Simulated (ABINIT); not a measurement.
The system is SnO.

```xyz
4
Lattice="3.8137 0.0000 0.0000 0.0000 3.8137 0.0000 0.0000 0.0000 4.8869" Properties=species:S:1:pos:R:3 pbc="T T T"
Sn    1.9068    0.0000    3.7367
Sn    0.0000    1.9068    1.1503
O     0.0000    0.0000    0.0000
O     1.9068    1.9068    0.0000
```

The cell is a database's computed one.

Base run:

| Property | Result |
| --- | --- |
| Program | ABINIT 10.8.3 (patched build) |
| Functional | LDA |
| Potentials or basis | PseudoDojo NC SR LDA v0.4.1 standard |
| Cutoff | 952 eV |
| k mesh | 5 × 5 × 4 |
| Occupations | fermi-dirac, width 0.05 eV |
| Spin | no spin polarisation |

Its results: band gap on the k mesh 0.64 eV, indirect (least direct gap 2.07 eV); largest force 0.198 eV/Å.

**Question.** The run is repeated on the same cell with these changes: functional from LDA to PBEsol; potentials or basis from PseudoDojo NC SR LDA v0.4.1 standard to PseudoDojo NC SR PBEsol v0.4.1 standard; cutoff from 952 eV to 980 eV. What comes out?

**Answer.** Band gap on the k mesh 0.54 eV, indirect (least direct gap 2.01 eV); largest force 0.152 eV/Å.

Caveats: spin-orbit coupling is left out, which moves the levels of the heavy elements; an odd mesh through Γ misses points on the zone boundary, where band edges often lie.
